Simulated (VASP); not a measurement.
# MgSn2N2 (Cmmm) in VASP: relaxation of cell and atoms with PBE

Aim: the relaxation of cell and atoms of MgSn2N2 with PBE.

All numbers are computed with VASP 6.6.1; they aren't measurements. Logs are shortened: lines on timing, memory, paths and dates and some standing lists are left out, and cuts for length are marked.

### Step 1. The crystal as given

It takes space group Cmmm (No. 65, orthorhombic). The conventional cell has a = 4.908 Å, b = 5.725 Å, c = 7.664 Å, α = 90.00°, β = 90.00°, γ = 90.00°. Mg (site symmetry mmm) has 2 N at 1.84 Å as nearest neighbours. Sn (site symmetry 2mm) is surrounded by 1 Sn at 2.05 Å. N (site symmetry mm2) has 1 Mg at 1.84 Å as nearest neighbours.

The cell was built by a generator and needn't be a form met in nature.

### Step 2. Relaxation of cell and atoms, PBE

The input, INCAR:

```
SYSTEM = MgSn2N2
PREC = Normal
ENCUT = 520
EDIFF = 1E-4
ISMEAR = 0
SIGMA = 0.15
LREAL = .FALSE.
LASPH = .TRUE.
NELM = 60
ALGO = Fast
ISIF = 3
LWAVE = .FALSE.
LCHARG = .FALSE.
GGA = PE
IBRION = 2
NSW = 24
EDIFFG = -0.08
```

The input, KPOINTS:

```
Automatic mesh
0
G
  4 4 2
  0 0 0
```

The input, POSCAR:

```
MgSn2N2
1.0
    2.4538686400     -2.8625194700      0.0000000000
    2.4538686400      2.8625194700      0.0000000000
    0.0000000000      0.0000000000      7.6642094500
Mg Sn N
1 2 2
Direct
    0.0000000000      0.0000000000      0.5000000000
    0.2910550300      0.2910550300      0.0000000000
    0.7089449700      0.7089449700      0.0000000000
    0.0000000000      0.0000000000      0.7403982300
    0.0000000000      0.0000000000      0.2596017700
```

Potentials or basis: VASP PAW PBE potentials, release 64 (Mg, Sn_d, N).

Launch:

```console
$ cat potpaw_PBE.64/Mg/POTCAR potpaw_PBE.64/Sn_d/POTCAR potpaw_PBE.64/N/POTCAR > POTCAR
$ mpirun -np 1 vasp_std > vasp.out
```

OUTCAR:

```text
SYSTEM = MgSn2N2
   PREC = Normal
   ENCUT = 520
   EDIFF = 1E-4
   ISMEAR = 0
   LREAL = .FALSE.
   LASPH = .TRUE.
   NELM = 60
   ISIF = 3
   GGA = PE
   IBRION = 2
   NSW = 24
   EDIFFG = -0.08

 ion  position               nearest neighbor table
   1  0.000  0.000  0.500-   4 1.84   5 1.84
   2  0.291  0.291  0.000-   3 2.05   4 2.45   5 2.45   3 2.86   3 2.89   3 2.89
   3  0.709  0.709  0.000-   2 2.05   4 2.45   5 2.45   2 2.86   2 2.89   2 2.89
   4  0.000  0.000  0.740-   1 1.84   2 2.45   3 2.45
   5  0.000  0.000  0.260-   1 1.84   2 2.45   3 2.45

  LATTYP: Found a base centered orthorhombic cell.
 ALAT       =     4.9077372800
 B/A-ratio  =     1.1665332950
 C/A-ratio  =     1.5616584615

  Lattice vectors:

 A1 = (   2.4538686400,  -2.8625194700,   0.0000000000)
 A2 = (   2.4538686400,   2.8625194700,   0.0000000000)
 A3 = (   0.0000000000,   0.0000000000,   7.6642094500)

Analysis of symmetry for initial positions (statically):
=====================================================================
 Subroutine PRICEL returns:
 Original cell was already a primitive cell.

 Routine SETGRP: Setting up the symmetry group for a
 base centered orthorhombic supercell.

 Subroutine GETGRP returns: Found  8 space group operations
 (whereof  8 operations were pure point group operations)
 out of a pool of  8 trial point group operations.

The static configuration has the point symmetry D_2h.

Analysis of symmetry for dynamics (positions and initial velocities):
=====================================================================
 Subroutine PRICEL returns:
 Original cell was already a primitive cell.

 Routine SETGRP: Setting up the symmetry group for a
 base centered orthorhombic supercell.

 Subroutine GETGRP returns: Found  8 space group operations
 (whereof  8 operations were pure point group operations)
 out of a pool of  8 trial point group operations.

The dynamic configuration has the point symmetry D_2h.

 Subroutine INISYM returns: Found  8 space group operations
 (whereof  8 operations are pure point group operations),
 and found     1 'primitive' translations

----------------------------------------------------------------------------------------

                                     Primitive cell

  volume of cell :     107.6706

  direct lattice vectors                    reciprocal lattice vectors
     2.453868640 -2.862519470  0.000000000     0.203759888 -0.174671301  0.000000000
     2.453868640  2.862519470  0.000000000     0.203759888  0.174671301  0.000000000
     0.000000000  0.000000000  7.664209450     0.000000000  0.000000000  0.130476601

  length of vectors
     3.770343356  3.770343356  7.664209450     0.268380617  0.268380617  0.130476601

  position of ions in fractional coordinates (direct lattice)
     0.000000000  0.000000000  0.500000000
     0.291055030  0.291055030  0.000000000
     0.708944970  0.708944970  0.000000000
     0.000000000  0.000000000  0.740398230
     0.000000000  0.000000000  0.259601770

  ion indices of the primitive-cell ions
   primitive index   ion index
                 1           1
                 2           2
                 3           3
                 4           4
                 5           5

----------------------------------------------------------------------------------------

 KPOINTS: Automatic mesh

Automatic generation of k-mesh.
 Grid dimensions read from file:
 generate k-points for:    4    4    2

 Generating k-lattice:

  Cartesian coordinates                     Fractional coordinates (reciprocal lattice)
     0.050939972 -0.043667825  0.000000000     0.250000000  0.000000000  0.000000000
     0.050939972  0.043667825  0.000000000     0.000000000  0.250000000  0.000000000
     0.000000000  0.000000000  0.065238301     0.000000000  0.000000000  0.500000000

  Length of vectors
     0.067095154  0.067095154  0.065238301

  Shift w.r.t. Gamma in fractional coordinates (k-lattice)
     0.000000000  0.000000000  0.000000000

 Subroutine IBZKPT returns following result:
 ===========================================

 Found     14 irreducible k-points:

 Following reciprocal coordinates:
            Coordinates               Weight
  0.000000  0.000000  0.000000      1.000000
  0.250000  0.000000  0.000000      4.000000
  0.500000  0.000000  0.000000      2.000000
  0.250000  0.250000  0.000000      2.000000
  0.500000  0.250000  0.000000      4.000000
 -0.250000  0.250000  0.000000      2.000000
  0.500000  0.500000  0.000000      1.000000
  0.000000  0.000000  0.500000      1.000000
  0.250000  0.000000  0.500000      4.000000
  0.500000  0.000000  0.500000      2.000000
  0.250000  0.250000  0.500000      2.000000
  0.500000  0.250000  0.500000      4.000000
 -0.250000  0.250000  0.500000      2.000000
  0.500000  0.500000  0.500000      1.000000
   k-points           NKPTS =     14   k-points in BZ     NKDIM =     14   number of bands    NBANDS=     24
   number of dos      NEDOS =    301   number of ions     NIONS =      5
   total plane-waves  NPLWV =  27648
   dimension x,y,z NGX =    24 NGY =   24 NGZ =   48
   dimension x,y,z NGXF=    48 NGYF=   48 NGZF=   96
   ions per type =               1   2   2
   NGX,Y,Z   is equivalent  to a cutoff of  10.58, 10.58, 10.41 a.u.
   NGXF,Y,Z  is equivalent  to a cutoff of  21.16, 21.16, 20.82 a.u.
 SYSTEM =  MgSn2N2
   PREC   = normal    normal or accurate (medium, high low for compatibility)
   ISTART =      0    job   : 0-new  1-cont  2-samecut
   ICHARG =      2    charge: 1-file 2-atom 10-const
   ISPIN  =      1    spin polarized calculation?
   LNONCOLLINEAR =      F non collinear calculations
   LSORBIT =      F    spin-orbit coupling
   LASPH  =      T    aspherical Exc in radial PAW
   ENCUT  =  520.0 eV  38.22 Ry    6.18 a.u.   7.01  7.01 14.25*2*pi/ulx,y,z
   NELM   =     60;   NELMIN=  2; NELMDL= -5     # of ELM steps
   EDIFF  = 0.1E-03   stopping-criterion for ELM
   LREAL  =      F    real-space projection
   EDIFFG = -.8E-01   stopping-criterion for IOM
   NSW    =     24    number of steps for IOM
   IBRION =      2    ionic relax: 0-MD 1-quasi-New 2-CG
   NFREE  =      1    steps in history (QN), initial steepest desc. (CG)
   ISIF   =      3    stress and relaxation
   ISYM   =      2    0-nonsym 1-usesym 2-fastsym
   POTIM  = 0.5000    time-step for ionic-motion
   TEBEG  =    0.0;   TEEND  =   0.0 temperature during run
   PSTRESS=    0.0 pullay stress
   NELECT =      40.0000    total number of electrons
   NUPDOWN=      -1.0000    fix difference up-down
   EMIN   =  10.00;   EMAX   =-10.00  energy-range for DOS
   EFERMI =   0.00;   METHOD = LEGACY
   ISMEAR =     0;   SIGMA  =   0.15  broadening in eV -4-tet -1-fermi 0-gaus
   EFERMI_NEDOS =   21; number of points for ismear=-14 and -15
   IALGO  =     68    algorithm
   IMIX   =      4    mixing-type and parameters
     AMIX     =   0.40;   BMIX     =  1.00
     AMIX_MAG =   1.60;   BMIX_MAG =  1.00
  volume/ion in A,a.u.               =      21.53       145.32
  Fermi-wavevector in a.u.,A,eV,Ry     =   1.176872  2.223965 18.844436  1.385027
  Thomas-Fermi vector in A             =   2.313228
   LORBIT       =      0    0 simple, 1 ext, 2 COOP (PROOUT), +10 PAW based schemes
   GGA     = PE    functional components
   LHFCALC =     F    Hartree Fock is set to
   AEXX    =    0.0000 exact exchange contribution
   IVDW    =     0    specifies the selected vdW correction
   LEPSILON=     F    determine dielectric tensor
   LRPA    =     F    only Hartree local field effects (RPA)
 conjugate gradient relaxation of ions
 non-spin polarized calculation
 RMM-DIIS sequential band-by-band and
 Gauss-broadening in eV      SIGMA  =   0.15
  energy-cutoff  :      520.00
  volume of cell :      107.67
 maximum number of plane-waves:      2929
   NGX = 15   NGY = 15   NGZ = 29

--------------------------------------- Ionic step        1  -------------------------------------------

 number of electron      39.9999991 magnetization

 Free energy of the ion-electron system (eV)
  ---------------------------------------------------
  ext. energy  EPLUGINS =         0.00000000
  ---------------------------------------------------
  free energy    TOTEN  =       -15.65685375 eV

  energy without entropy =      -15.61959611  energy(sigma->0) =      -15.63822493

------------------------ aborting loop because EDIFF is reached ----------------------------------------

  FORCE on cell =-STRESS in cart. coord.  units (eV):
  Direction    XX          YY          ZZ          XY          YZ          ZX
  --------------------------------------------------------------------------------------
  -------------------------------------------------------------------------------------
  Total       40.8751083      6.0349936     -9.3872045     -0.0000000      0.0000000      0.0000000
  in kB      608.2363602     89.8028817   -139.6849894     -0.0000000      0.0000000      0.0000000
  external PRESSURE =     186.1180842 kB  Pullay stress =       0.0000000 kB
[... 98 lines left out ...]
  FREE ENERGIE OF THE ION-ELECTRON SYSTEM (eV)
  ---------------------------------------------------
  free  energy   TOTEN  =        -9.2592077061 eV

  energy  without entropy=       -9.2249761279  energy(sigma->0) =       -9.24209192

[... ionic steps 4 to 13 ...]

--------------------------------------- Ionic step       14  -------------------------------------------

 number of electron      40.0000068 magnetization

------------------------ aborting loop because EDIFF is reached ----------------------------------------

  FORCE on cell =-STRESS in cart. coord.  units (eV):
  Direction    XX          YY          ZZ          XY          YZ          ZX
  --------------------------------------------------------------------------------------
  -------------------------------------------------------------------------------------
  Total        1.2682005      0.5322920      0.0933200      0.0000000      0.0000000      0.0000000
  in kB       15.3655424      6.4492599      1.1306673      0.0000000      0.0000000      0.0000000
  external PRESSURE =       7.6484899 kB  Pullay stress =       0.0000000 kB
[... 63 lines left out ...]
  energy  without entropy=      -23.8515568060  energy(sigma->0) =      -23.85395435

--------------------------------------- Ionic step       16  -------------------------------------------

 number of electron      40.0000076 magnetization

 Free energy of the ion-electron system (eV)
  ---------------------------------------------------
  ext. energy  EPLUGINS =         0.00000000
  ---------------------------------------------------
  free energy    TOTEN  =       -23.86205007 eV

  energy without entropy =      -23.85716308  energy(sigma->0) =      -23.85960657

 E-fermi :   3.0704     XC(G=0):  -7.8341

 val. band max:        2.9085702707   @ k =   0.5000   0.5000   0.0000
 cond. band min:       3.1719063861   @ k =   0.5000   0.5000   0.5000
 fundamental gap:      0.2633361154
 Fermi energy:         3.0703702013

 k-point     1 :       0.0000    0.0000    0.0000
  band No.  band energies     occupation
      1     -18.3560      2.00000
      2     -18.1991      2.00000
      3     -18.1096      2.00000
      4     -18.0750      2.00000
      5     -18.0449      2.00000
      6     -17.9821      2.00000
[... 399 lines left out ...]
  FREE ENERGIE OF THE ION-ELECTRON SYSTEM (eV)
  ---------------------------------------------------
  free  energy   TOTEN  =       -23.8620500652 eV

  energy  without entropy=      -23.8571630765  energy(sigma->0) =      -23.85960657

 reached required accuracy - stopping structural energy minimisation
```

Wall time 2.6 min (1 thread of Intel Xeon 6975P-C (Granite Rapids), shared host); peak memory 0.2 GiB.

What came out:

```
Free energy                            : -23.8621 eV
Relaxed volume                         : 26.57 Å³/atom
Relaxed cell                           : a = 4.436 Å, b = 4.436 Å, c = 6.753 Å, α = 90.00°, β = 90.00°, γ = 88.23°
Space group after relaxing (to 0.05 Å) : Cmmm (No. 65)
Energy gained by relaxing              : 1641.0 meV/atom
Ionic steps                            : 16
Pressure after relaxing                : 0.0 GPa
Largest force after relaxing           : 0.066 eV/Å
Band gap on the k mesh                 : none (metal or under the smearing width)
```

Forces on the atoms (eV/Å):
```
Mg   0.000  0.000  0.000
Sn  -0.061  0.000  0.000
Sn   0.061  0.000  0.000
N    0.000  0.000 -0.066
N    0.000  0.000  0.066
```

The path:
```csv
step,energy change (eV),largest force (eV/Å),pressure (GPa),volume (Å³)
1,0.0000,19.7198,18.61,107.67
2,48.9815,106.4649,73.39,144.49
3,6.3976,17.1206,17.23,118.58
4,-2.5246,11.6139,13.51,116.21
5,-3.2361,7.4922,12.40,112.76
6,-3.5818,4.1883,10.25,110.22
7,-3.8723,5.7281,9.99,111.41
8,-7.5157,2.6877,-3.93,134.70
9,-7.5499,2.4676,-4.93,137.47
10,-7.5447,2.5582,-4.62,136.33
11,-8.1446,0.4790,1.83,130.17
12,-8.1788,0.6277,-0.19,131.28
13,-8.1787,0.5348,0.43,131.17
14,-8.1973,0.4013,0.76,132.24
15,-8.1995,0.2584,0.28,131.99
16,-8.2052,0.0658,-0.02,132.84
```

Final structure:
```xyz
5
Lattice="3.1850 -3.0880 0.0000 3.1850 3.0880 0.0000 0.0000 0.0000 6.7530" Properties=species:S:1:pos:R:3 pbc="T T T"
Mg    0.0000    0.0000    3.3765
Sn    1.5220    0.0000    6.7530
Sn    4.8481    0.0000    6.7530
N     0.0000    0.0000    5.2966
N     0.0000    0.0000    1.4564
```

Caveat: the k mesh is coarse (spacing up to 0.42 Å⁻¹), so the values aren't converged; the volume moved by over 15 % at a fixed basis, so the end points are rough; the relaxation stopped at a loose force limit of 0.08 eV/Å, so its end isn't a converged minimum.
